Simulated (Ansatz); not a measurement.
# Convergence of a linear-scaling basis for random alloy of the diamond Si-Ge line, x = 0.125 (64 atoms), part 2 of 3

Wanted: errors and times of a linear-scaling basis for random alloy of the diamond Si-Ge line, x = 0.125 (64 atoms). A setting counts as converged where the r.m.s. difference of forces stays under 1 % of the r.m.s. force.

Ansatz 0.2.0; Kohn-Sham DFT, PBE, PAW (set soft_2), plane waves.

The cell: 56 Si and 8 Ge. The host structure and its lattice constant were typed by rule, without a check against the phase diagram. The Brillouin zone is sampled at Γ only, in a cell whose shortest periodic width is 11 Å.

So far. Step 4 (Support functions medium): Forces differ from the reference by 0.094 meV/Å r.m.s., 0.027 % of their size, well within a tolerance of 1 %; the energy by -0.053 meV/atom. It took 4.3 times the reference's time (shared host, so rough). Step 5 (Support functions low): Forces differ from the reference by 0.095 meV/Å r.m.s., 0.027 % of their size, well within a tolerance of 1 %; the energy by -0.053 meV/atom. It took 3.8 times the reference's time (shared host, so rough).

**6. Support functions high**

The cell is solved in localised support functions. Besides, the program derives a nominal cutoff of 420 eV for this run, against the reference's 750.

This step: Kohn-Sham DFT, PBE, PAW (set soft_2), localised support functions (high) (Ansatz 0.2.0).

Contents of input.yaml:

```yaml
crystal:
  lattice:
    - [11.01075, 0.0, 0.0]
    - [0.0, 11.01075, 0.0]
    - [0.0, 0.0, 11.01075]
  atoms:
    [... the 64 atom lines of step 2 ...]
kpoints:
  mp_grid: { grid: [1, 1, 1] }
hamiltonian:
  xc: pbe
scf:
  occupations: { method: fermi_dirac, width: 0.05 }
  eigensolver: { kind: { support_functions: { accuracy: high } } }
  max_iter: 150
output:
  forces: true
  eigenvalues: true
```

The run is started by

```console
$ ansatz run input.yaml --threads 4 --pin off --max-ram 8192MiB --backend cpu --events-out ev --progress --plain --runs-dir out
```

Standard output:

```text
[...]
Crystal: 64 atoms, lattice volume = 1334.906 Å³
Basis set: ecut = 420 eV, 26001 PW (Γ), exchange–correlation on 150×150×150 points (8 copies of the dense FFT grid, shifted against one another)
Bands: 202, of which v1, the nominal top of the filled ones, is band 168 counted from 1 (167 counted from 0)
Symmetry: 1 space group operations
k-points: 1
[...]
SCF iter   1: F=—  HF=-69949.930712 eV  |F-HF|=—  |Δ(HF+E_count)|=         —  Δρ=3.90e-2  dr2=1.98e1  ethr=1.00e-1
[...]
SCF iter  14: F=—  HF=-69957.263703 eV  |F-HF|=—  |Δ(HF+E_count)|=   9.58e-6  Δρ=2.04e-6  dr2=2.46e-8  ethr=1.03e-12  κ⁻¹=1.8e-5(r=7)
SCF iter  15: F=-69957.263711 eV  HF=-69957.263711 eV  |F-HF|=1.07e-8  |Δ(HF+E_count)|=   7.47e-6  Δρ=4.84e-7  dr2=1.38e-9  ethr=1.03e-12
SCF 1 converged in 15 iterations: F = -69957.263779 eV  dr2 = 1.38e-9
[...]
SCF converged after 15 iterations
[...]
Free energy (F): -69957.263779 eV
[...]
Internal energy: -69957.257816 eV  (E = F + TS)
E sigma→0 (E₀):  -69957.260797 eV
Entropy (-TS):   -0.005963 eV (-0.093 meV/atom)
Fermi energy:    6.688095 eV
[...]
Σ components = -69957.263779   (vs F -69957.263779, Δ=0.00e0)
--- Forces (eV/Å), atoms counted from 1 ---
  atom   1  Si    -0.67757825     0.21241556    -0.09573992
  atom   2  Si     0.52760623    -0.23435586     0.43651095
  atom   3  Si    -0.77714658     0.08549588    -0.65251588
  atom   4  Ge     0.29752332    -0.42053103     0.31024534
[...]
atom  64  Si    -0.00919460    -0.09778830    -0.00973607
  max |Σ_I F_I| component: 4.34e-5 eV/Å
--- Band table (eV) ---
[...]
```

Elapsed: 2.5 min, on 4 threads of Arm Neoverse V2, shared host; peak memory 4.4 GiB; 9.8 min of CPU time.

Keys that differ from the reference: basis.ecutwfc removed, support_functions.accuracy = "high" and scf.max_iter = 150.

Forces differ from the reference by 0.012 meV/Å r.m.s., 0.0035 % of their size, well within a tolerance of 1 %; the energy by -0.057 meV/atom. It took 10 times the reference's time (shared host, so rough).

**7. Support functions medium, radius 3.99 Å**

The radius confines each support function; a larger one gives more freedom and more work per atom. Besides, the program derives a nominal cutoff of 420 eV for this run, against the reference's 750.

This step: Kohn-Sham DFT, PBE, PAW (set soft_2), localised support functions (medium) (Ansatz 0.2.0).

input.yaml, the sections that differ from step 6:

```yaml
scf:
  occupations: { method: fermi_dirac, width: 0.05 }
  eigensolver: { kind: { support_functions: { accuracy: medium, radius: 3.99 } } }
  max_iter: 150
# crystal, kpoints, hamiltonian, output: as in step 6
```

Standard output:

```text
[...]
Crystal: 64 atoms, lattice volume = 1334.906 Å³
Basis set: ecut = 420 eV, 26001 PW (Γ), exchange–correlation on 150×150×150 points (8 copies of the dense FFT grid, shifted against one another)
Bands: 202, of which v1, the nominal top of the filled ones, is band 168 counted from 1 (167 counted from 0)
Symmetry: 1 space group operations
k-points: 1
[...]
SCF iter   1: F=—  HF=-69947.889812 eV  |F-HF|=—  |Δ(HF+E_count)|=         —  Δρ=3.92e-2  dr2=1.94e1  ethr=1.00e-1
[...]
SCF iter  10: F=—  HF=-69957.250529 eV  |F-HF|=—  |Δ(HF+E_count)|=   1.27e-3  Δρ=1.21e-5  dr2=1.24e-6  ethr=2.37e-9  κ⁻¹=6.6e-7(r=7)
SCF iter  11: F=-69957.251493 eV  HF=-69957.251494 eV  |F-HF|=1.07e-6  |Δ(HF+E_count)|=   9.65e-4  Δρ=6.05e-6  dr2=2.79e-7  ethr=3.70e-10
SCF 1 converged in 11 iterations: F = -69957.263539 eV  dr2 = 2.79e-7
[...]
SCF converged after 11 iterations
[...]
Free energy (F): -69957.263539 eV
[...]
Internal energy: -69957.257591 eV  (E = F + TS)
E sigma→0 (E₀):  -69957.260565 eV
Entropy (-TS):   -0.005947 eV (-0.093 meV/atom)
Fermi energy:    6.688341 eV
[...]
Σ components = -69957.263539   (vs F -69957.263539, Δ=0.00e0)
--- Forces (eV/Å), atoms counted from 1 ---
  atom   1  Si    -0.67774491     0.21224536    -0.09577519
  atom   2  Si     0.52773028    -0.23451236     0.43630862
  atom   3  Si    -0.77723858     0.08562344    -0.65255761
  atom   4  Ge     0.29718798    -0.42046142     0.31037053
[...]
atom  64  Si    -0.00911649    -0.09785791    -0.00984502
  max |Σ_I F_I| component: 6.95e-4 eV/Å
--- Band table (eV) ---
[...]
```

It took 57 s on 4 threads; peak memory 2.6 GiB; 3.7 min of CPU time.

Keys that differ from the reference: basis.ecutwfc removed, support_functions.accuracy = "medium", support_functions.radius = 3.99 and scf.max_iter = 150.

Forces differ from the reference by 0.12 meV/Å r.m.s., 0.034 % of their size, well within a tolerance of 1 %; the energy by -0.053 meV/atom. It took 4.0 times the reference's time (shared host, so rough).

**8. Support functions medium, radius 4.32 Å**

The radius confines each support function; a larger one gives more freedom and more work per atom. Besides, the program derives a nominal cutoff of 420 eV for this run, against the reference's 750.

input.yaml, the sections that differ from step 7:

```yaml
scf:
  occupations: { method: fermi_dirac, width: 0.05 }
  eigensolver: { kind: { support_functions: { accuracy: medium, radius: 4.32 } } }
  max_iter: 150
# crystal, kpoints, hamiltonian, output: as in step 7
```

Standard output:

```text
[...]
Crystal: 64 atoms, lattice volume = 1334.906 Å³
Basis set: ecut = 420 eV, 26001 PW (Γ), exchange–correlation on 150×150×150 points (8 copies of the dense FFT grid, shifted against one another)
Bands: 202, of which v1, the nominal top of the filled ones, is band 168 counted from 1 (167 counted from 0)
Symmetry: 1 space group operations
k-points: 1
[...]
SCF iter   1: F=—  HF=-69949.994605 eV  |F-HF|=—  |Δ(HF+E_count)|=         —  Δρ=3.92e-2  dr2=1.96e1  ethr=1.00e-1
[...]
SCF iter  10: F=—  HF=-69957.260714 eV  |F-HF|=—  |Δ(HF+E_count)|=   3.35e-4  Δρ=1.78e-5  dr2=1.76e-6  ethr=1.70e-9  κ⁻¹=7.1e-7(r=7)
SCF iter  11: F=-69957.260972 eV  HF=-69957.260973 eV  |F-HF|=4.15e-7  |Δ(HF+E_count)|=   2.59e-4  Δρ=3.92e-6  dr2=1.37e-7  ethr=5.25e-10
SCF 1 converged in 11 iterations: F = -69957.263541 eV  dr2 = 1.37e-7
[...]
SCF converged after 11 iterations
[...]
Free energy (F): -69957.263541 eV
[...]
Internal energy: -69957.257580 eV  (E = F + TS)
E sigma→0 (E₀):  -69957.260561 eV
Entropy (-TS):   -0.005961 eV (-0.093 meV/atom)
Fermi energy:    6.688147 eV
[...]
Σ components = -69957.263541   (vs F -69957.263541, Δ=0.00e0)
--- Forces (eV/Å), atoms counted from 1 ---
  atom   1  Si    -0.67755996     0.21243694    -0.09573638
  atom   2  Si     0.52758604    -0.23436701     0.43648782
  atom   3  Si    -0.77717471     0.08545177    -0.65257261
  atom   4  Ge     0.29748710    -0.42052490     0.31024238
[...]
atom  64  Si    -0.00921230    -0.09779633    -0.00982027
  max |Σ_I F_I| component: 1.88e-4 eV/Å
--- Band table (eV) ---
[...]
```

Wall time 68 s (4 threads); peak memory 3 GiB; 4.4 min of CPU time.

Keys that differ from the reference: basis.ecutwfc removed, support_functions.accuracy = "medium", support_functions.radius = 4.32 and scf.max_iter = 150.

Forces differ from the reference by 0.067 meV/Å r.m.s., 0.019 % of their size, well within a tolerance of 1 %; the energy by -0.053 meV/atom. It took 4.7 times the reference's time (shared host, so rough).

**9. Support functions medium, radius 4.61 Å**

The radius confines each support function; a larger one gives more freedom and more work per atom. Besides, the program derives a nominal cutoff of 420 eV for this run, against the reference's 750.

input.yaml, the sections that differ from step 8:

```yaml
scf:
  occupations: { method: fermi_dirac, width: 0.05 }
  eigensolver: { kind: { support_functions: { accuracy: medium, radius: 4.61 } } }
  max_iter: 150
# crystal, kpoints, hamiltonian, output: as in step 8
```

Standard output:

```text
[...]
Crystal: 64 atoms, lattice volume = 1334.906 Å³
Basis set: ecut = 420 eV, 26001 PW (Γ), exchange–correlation on 150×150×150 points (8 copies of the dense FFT grid, shifted against one another)
Bands: 202, of which v1, the nominal top of the filled ones, is band 168 counted from 1 (167 counted from 0)
Symmetry: 1 space group operations
k-points: 1
[...]
SCF iter   1: F=—  HF=-69950.109852 eV  |F-HF|=—  |Δ(HF+E_count)|=         —  Δρ=3.90e-2  dr2=1.96e1  ethr=1.00e-1
[...]
SCF iter   9: F=—  HF=-69957.263020 eV  |F-HF|=—  |Δ(HF+E_count)|=   6.44e-5  Δρ=2.21e-5  dr2=3.54e-6  ethr=1.89e-8  κ⁻¹=5.5e-7(r=7)
SCF iter  10: F=-69957.263105 eV  HF=-69957.263106 eV  |F-HF|=8.68e-7  |Δ(HF+E_count)|=   8.65e-5  Δρ=7.73e-6  dr2=6.82e-7  ethr=1.05e-9
SCF 1 converged in 10 iterations: F = -69957.263541 eV  dr2 = 6.82e-7
[...]
SCF converged after 10 iterations
[...]
Free energy (F): -69957.263541 eV
[...]
Internal energy: -69957.257579 eV  (E = F + TS)
E sigma→0 (E₀):  -69957.260560 eV
Entropy (-TS):   -0.005962 eV (-0.093 meV/atom)
Fermi energy:    6.688078 eV
[...]
Σ components = -69957.263541   (vs F -69957.263541, Δ=0.00e0)
--- Forces (eV/Å), atoms counted from 1 ---
  atom   1  Si    -0.67757166     0.21241722    -0.09573390
  atom   2  Si     0.52760104    -0.23434248     0.43650381
  atom   3  Si    -0.77719514     0.08548188    -0.65256711
  atom   4  Ge     0.29750656    -0.42052425     0.31026038
[...]
atom  64  Si    -0.00922673    -0.09776145    -0.00974384
  max |Σ_I F_I| component: 2.55e-4 eV/Å
--- Band table (eV) ---
[...]
```

The job ended after 76 s (4 threads; peak memory 3.3 GiB).

Keys that differ from the reference: basis.ecutwfc removed, support_functions.accuracy = "medium", support_functions.radius = 4.61 and scf.max_iter = 150.

Forces differ from the reference by 0.039 meV/Å r.m.s., 0.011 % of their size, well within a tolerance of 1 %; the energy by -0.053 meV/atom. It took 5.3 times the reference's time (shared host, so rough).

**10. Support functions medium, radius 4.94 Å**

The radius confines each support function; a larger one gives more freedom and more work per atom. Besides, the program derives a nominal cutoff of 420 eV for this run, against the reference's 750.

input.yaml, the sections that differ from step 9:

```yaml
scf:
  occupations: { method: fermi_dirac, width: 0.05 }
  eigensolver: { kind: { support_functions: { accuracy: medium, radius: 4.94 } } }
  max_iter: 150
# crystal, kpoints, hamiltonian, output: as in step 9
```

Standard output:

```text
[...]
Crystal: 64 atoms, lattice volume = 1334.906 Å³
Basis set: ecut = 420 eV, 26001 PW (Γ), exchange–correlation on 150×150×150 points (8 copies of the dense FFT grid, shifted against one another)
Bands: 202, of which v1, the nominal top of the filled ones, is band 168 counted from 1 (167 counted from 0)
Symmetry: 1 space group operations
k-points: 1
[...]
SCF iter   1: F=—  HF=-69949.923425 eV  |F-HF|=—  |Δ(HF+E_count)|=         —  Δρ=3.90e-2  dr2=1.98e1  ethr=1.00e-1
[...]
SCF iter  11: F=—  HF=-69957.263458 eV  |F-HF|=—  |Δ(HF+E_count)|=   1.47e-5  Δρ=6.92e-6  dr2=3.46e-7  ethr=4.47e-10  κ⁻¹=1.0e-6(r=7)
SCF iter  12: F=-69957.263468 eV  HF=-69957.263469 eV  |F-HF|=4.17e-7  |Δ(HF+E_count)|=   1.02e-5  Δρ=3.84e-6  dr2=8.97e-8  ethr=1.03e-10
SCF 1 converged in 12 iterations: F = -69957.263541 eV  dr2 = 8.97e-8
[...]
SCF converged after 12 iterations
[...]
Free energy (F): -69957.263541 eV
[...]
Internal energy: -69957.257579 eV  (E = F + TS)
E sigma→0 (E₀):  -69957.260560 eV
Entropy (-TS):   -0.005962 eV (-0.093 meV/atom)
Fermi energy:    6.688108 eV
[...]
Σ components = -69957.263541   (vs F -69957.263541, Δ=0.00e0)
--- Forces (eV/Å), atoms counted from 1 ---
  atom   1  Si    -0.67756384     0.21241007    -0.09574362
  atom   2  Si     0.52758909    -0.23435987     0.43649984
  atom   3  Si    -0.77716634     0.08547600    -0.65254157
  atom   4  Ge     0.29751847    -0.42050909     0.31027409
[...]
atom  64  Si    -0.00918570    -0.09777915    -0.00974374
  max |Σ_I F_I| component: 1.54e-4 eV/Å
--- Band table (eV) ---
[...]
```

The job ended after 1.8 min (4 threads; peak memory 3.8 GiB).

Keys that differ from the reference: basis.ecutwfc removed, support_functions.accuracy = "medium", support_functions.radius = 4.94 and scf.max_iter = 150.

Forces differ from the reference by 0.032 meV/Å r.m.s., 0.0093 % of their size, well within a tolerance of 1 %; the energy by -0.053 meV/atom. It took 7.5 times the reference's time (shared host, so rough).

**11. Support functions medium, radius 5.55 Å**

The radius confines each support function; a larger one gives more freedom and more work per atom. Besides, the program derives a nominal cutoff of 420 eV for this run, against the reference's 750.

input.yaml, the sections that differ from step 10:

```yaml
scf:
  occupations: { method: fermi_dirac, width: 0.05 }
  eigensolver: { kind: { support_functions: { accuracy: medium, radius: 5.55 } } }
  max_iter: 150
# crystal, kpoints, hamiltonian, output: as in step 10
```

Standard output:

```text
[...]
Crystal: 64 atoms, lattice volume = 1334.906 Å³
Basis set: ecut = 420 eV, 26001 PW (Γ), exchange–correlation on 150×150×150 points (8 copies of the dense FFT grid, shifted against one another)
Bands: 202, of which v1, the nominal top of the filled ones, is band 168 counted from 1 (167 counted from 0)
Symmetry: 1 space group operations
k-points: 1
[...]
SCF iter   1: F=—  HF=-69949.878213 eV  |F-HF|=—  |Δ(HF+E_count)|=         —  Δρ=3.92e-2  dr2=2.02e1  ethr=1.00e-1
[...]
SCF iter  11: F=—  HF=-69957.263535 eV  |F-HF|=—  |Δ(HF+E_count)|=   3.09e-6  Δρ=5.43e-6  dr2=1.98e-7  ethr=9.90e-10  κ⁻¹=3.0e-6(r=7)
SCF iter  12: F=-69957.263535 eV  HF=-69957.263535 eV  |F-HF|=2.01e-7  |Δ(HF+E_count)|=   4.69e-7  Δρ=2.86e-6  dr2=4.78e-8  ethr=5.90e-11
SCF 1 converged in 12 iterations: F = -69957.263541 eV  dr2 = 4.78e-8
[...]
SCF converged after 12 iterations
[...]
Free energy (F): -69957.263541 eV
[...]
Internal energy: -69957.257579 eV  (E = F + TS)
E sigma→0 (E₀):  -69957.260560 eV
Entropy (-TS):   -0.005962 eV (-0.093 meV/atom)
Fermi energy:    6.688108 eV
[...]
Σ components = -69957.263541   (vs F -69957.263541, Δ=0.00e0)
--- Forces (eV/Å), atoms counted from 1 ---
  atom   1  Si    -0.67756157     0.21240608    -0.09574480
  atom   2  Si     0.52759154    -0.23435944     0.43650335
  atom   3  Si    -0.77716016     0.08548165    -0.65253328
  atom   4  Ge     0.29752003    -0.42050893     0.31027798
[...]
atom  64  Si    -0.00918527    -0.09778017    -0.00974625
  max |Σ_I F_I| component: 1.53e-4 eV/Å
--- Band table (eV) ---
[...]
```

The job ended after 2.9 min (4 threads; peak memory 4.8 GiB; 12 min of CPU time).

Keys that differ from the reference: basis.ecutwfc removed, support_functions.accuracy = "medium", support_functions.radius = 5.55 and scf.max_iter = 150.

Forces differ from the reference by 0.03 meV/Å r.m.s., 0.0085 % of their size, well within a tolerance of 1 %; the energy by -0.053 meV/atom. It took 12 times the reference's time (shared host, so rough).

**12. Support functions medium, radius 6.17 Å**

The radius confines each support function; a larger one gives more freedom and more work per atom. Besides, the program derives a nominal cutoff of 420 eV for this run, against the reference's 750.

input.yaml, the sections that differ from step 11:

```yaml
scf:
  occupations: { method: fermi_dirac, width: 0.05 }
  eigensolver: { kind: { support_functions: { accuracy: medium, radius: 6.17 } } }
  max_iter: 150
# crystal, kpoints, hamiltonian, output: as in step 11
```

Standard output:

```text
[...]
Crystal: 64 atoms, lattice volume = 1334.906 Å³
Basis set: ecut = 420 eV, 26001 PW (Γ), exchange–correlation on 150×150×150 points (8 copies of the dense FFT grid, shifted against one another)
Bands: 202, of which v1, the nominal top of the filled ones, is band 168 counted from 1 (167 counted from 0)
Symmetry: 1 space group operations
k-points: 1
[...]
SCF iter   1: F=—  HF=-69949.953732 eV  |F-HF|=—  |Δ(HF+E_count)|=         —  Δρ=3.93e-2  dr2=2.04e1  ethr=1.00e-1
[...]
SCF iter  11: F=—  HF=-69957.263541 eV  |F-HF|=—  |Δ(HF+E_count)|=   4.87e-6  Δρ=5.34e-6  dr2=2.11e-7  ethr=1.10e-9  κ⁻¹=2.7e-6(r=7)
SCF iter  12: F=-69957.263541 eV  HF=-69957.263541 eV  |F-HF|=2.61e-8  |Δ(HF+E_count)|=   8.89e-8  Δρ=1.19e-6  dr2=1.67e-8  ethr=6.29e-11
SCF 1 converged in 12 iterations: F = -69957.263541 eV  dr2 = 1.67e-8
[...]
SCF converged after 12 iterations
[...]
Free energy (F): -69957.263541 eV
[...]
Internal energy: -69957.257579 eV  (E = F + TS)
E sigma→0 (E₀):  -69957.260560 eV
Entropy (-TS):   -0.005962 eV (-0.093 meV/atom)
Fermi energy:    6.688110 eV
[...]
Σ components = -69957.263541   (vs F -69957.263541, Δ=0.00e0)
--- Forces (eV/Å), atoms counted from 1 ---
  atom   1  Si    -0.67756115     0.21240530    -0.09574773
  atom   2  Si     0.52758914    -0.23436145     0.43650223
  atom   3  Si    -0.77715903     0.08548005    -0.65253449
  atom   4  Ge     0.29752140    -0.42050723     0.31027835
[...]
atom  64  Si    -0.00918511    -0.09778148    -0.00974653
  max |Σ_I F_I| component: 1.53e-4 eV/Å
--- Band table (eV) ---
[...]
```

Elapsed: 4.5 min, on 4 threads; peak memory 6 GiB; 18 min of CPU time.

Keys that differ from the reference: basis.ecutwfc removed, support_functions.accuracy = "medium", support_functions.radius = 6.17 and scf.max_iter = 150.

Forces differ from the reference by 0.03 meV/Å r.m.s., 0.0086 % of their size, well within a tolerance of 1 %; the energy by -0.053 meV/atom. It took 19 times the reference's time (shared host, so rough).

(Continued in part 3 of 3.)

[Long decimals in the printed logs are rounded to 6 places.]

[Logs are printed without paths, hosts, clocks, repeated set-up lines and the standing remarks that a program may print on its own settings, such as how far it seeks lower states.]

[Hosts, paths, dates, database ids (printed as entryN), source tags and the programs' standing remarks are cut or masked in the printed files.]
